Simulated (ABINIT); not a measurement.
Zr:

```xyz
2
Lattice="3.2320 0.0000 0.0000 -1.6160 2.7990 0.0000 0.0000 0.0000 5.1470" Properties=species:S:1:pos:R:3 pbc="T T T"
Zr    1.6160    0.9330    3.8603
Zr    0.0000    1.8660    1.2868
```

Base run:

- Program: ABINIT 10.8.3 (patched build)
- Functional: revPBE
- Potentials or basis: JTH PAW PBE v2.0
- Cutoff: 463 eV
- k mesh: 9 × 9 × 5
- Occupations: fermi-dirac, width 0.05 eV
- Spin: spin-orbit coupling, no magnetisation

Its results: band gap on the k mesh none (metal or under the smearing width); pressure 2.0 GPa.

Question: The run is repeated on the same cell with these changes: functional from revPBE to LDA; potentials or basis from JTH PAW PBE v2.0 to JTH PAW LDA v2.0. What comes out?

Answer: Band gap on the k mesh none (metal or under the smearing width); pressure -6.2 GPa.

Caveats: the PAW data sets were made with another functional, which shifts forces and pressure a little (some runs).
